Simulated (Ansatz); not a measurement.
Crystal: Fe2Si.

```
Fe Si
1.0
    -1.34748    1.34748    4.45257
     1.34748   -1.34748    4.45257
     1.34748    1.34748   -4.45257
Fe Si
2 1
Direct
  0.66037 0.66037 0.00000
  0.33963 0.33963 0.00000
  0.00000 0.00000 0.00000
```

The cell comes from a database or a generator and needn't be the stable form of this composition.

Base run:

```yaml
Program: Ansatz 0.2.0
Functional: PBEsol
Potentials_or_basis: Ansatz PAW
Cutoff: "420 eV (not typed: the program's choice for these potentials)"
k_mesh: 11 × 11 × 11
Occupations: fermi-dirac, width 0.05 eV
Spin: collinear spin, ferromagnetic start
Starting_moments: "[4.5, 4.5, 0.0] μB"
Fixed_moment: 9 μB
```

Its results: pressure 85.8 GPa; site moments Fe +3.65; Si +0.57 μB; largest force 1.952 eV/Å.

After a change of settings the same cell gave: pressure -11.2 GPa; site moments Fe +0.80; Si -0.04 μB; largest force 0.134 eV/Å. Which change was it?
A. fixed moment from 9 μB to 12 μB; moments at the start from [4.5, 4.5, 0.0] to [6.0, 6.0, 0.0]
B. fixed moment from 9 μB to 7.5 μB; moments at the start from [4.5, 4.5, 0.0] to [3.75, 3.75, 0.0]
C. fixed moment from 9 μB to 3 μB; moments at the start from [4.5, 4.5, 0.0] to [1.5, 1.5, 0.0]
D. fixed moment from 9 μB to 1.5 μB; moments at the start from [4.5, 4.5, 0.0] to [0.75, 0.75, 0.0]

D.

Caveats: the total moment is fixed, so each spin has its own Fermi level; the PAW data sets come from PBE, with cores solved anew for the run's functional, which leaves a small shift of forces and pressure; the thresholds are loose for stress; a pressure of tens of GPa on the cell as given is suspect, and the run, the potentials or the cell itself is likely at fault (some runs); forces of over 1 eV/Å show positions far from the minimum, so gaps and moduli don't describe the material at rest (some runs).
